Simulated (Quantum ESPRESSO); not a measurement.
The system is Ni.

```
Ni
1.0
     0.00000    1.73757    1.73757
     1.73757    0.00000    1.73757
     1.73757    1.73757    0.00000
Ni
1
Direct
  0.00000 0.00000 0.00000
```

Base run:

* Program: Quantum ESPRESSO 7.5
* Functional: PBEsol
* Potentials or basis: GBRV 1.5 PBEsol
* Cutoff: 612 eV
* Density cutoff: 4898 eV
* k mesh: 11 × 11 × 11
* Occupations: fermi-dirac, width 0.05 eV
* Spin: collinear spin, ferromagnetic start
* Starting moments: [1.0] μB

Its results: band gap on the k mesh none (metal or under the smearing width); pressure -2.9 GPa.

The run is repeated on the same cell with these changes: spin from collinear spin, ferromagnetic start to no spin polarisation. What comes out?

Band gap on the k mesh none (metal or under the smearing width); pressure -3.7 GPa.
